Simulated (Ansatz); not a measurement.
The system is MoS2.

```
Mo S
1.0
     3.16900    0.00000    0.00000
    -1.58450    2.74443    0.00000
     0.00000    0.00000   12.32400
Mo S
2 4
Direct
  0.66667 0.33333 0.75000
  0.33333 0.66667 0.25000
  0.66667 0.33333 0.37700
  0.33333 0.66667 0.87700
  0.66667 0.33333 0.12300
  0.33333 0.66667 0.62300
```

- Program: Ansatz 0.2.0
- Task: relaxation of cell and atoms
- Functional: LDA
- Potentials or basis: all-electron LAPW, scalar-relativistic
- Basis error allowed: 0.002 eV/atom
- k mesh: 8 × 8 × 2
- Occupations: fermi-dirac, width 0.05 eV
- Spin: no spin polarisation

At the start: volume 17.86 Å³/atom.

Question: How do energy, volume and symmetry change on relaxing?

Answer: Over 6 steps the energy falls by 12.4 meV/atom and the volume is 17.00 Å³/atom (-4.8 %); space group P6_3/mmc (No. 194, to 0.05 Å).

Step by step:
```
step  energy change (eV)  largest force (eV/Å)  volume (Å³)
   1              0.0000                0.4763       107.18
   2             -0.0090                0.1441        98.03
   3             -0.0730                0.0458       102.88
   4             -0.0742                0.0235       102.08
   5             -0.0742                0.0019       102.02
   6             -0.0742                0.0018       102.02
```

Final structure:
```xyz
6
Lattice="3.1226 0.0000 0.0000 -1.5613 2.7043 0.0000 0.0000 0.0000 12.0810" Properties=species:S:1:pos:R:3 pbc="T T T"
Mo    1.5613    0.9014    9.0608
Mo    0.0000    1.8028    3.0203
S     1.5613    0.9014    4.5747
S     0.0000    1.8028   10.6152
S     1.5613    0.9014    1.4659
S     0.0000    1.8028    7.5064
```
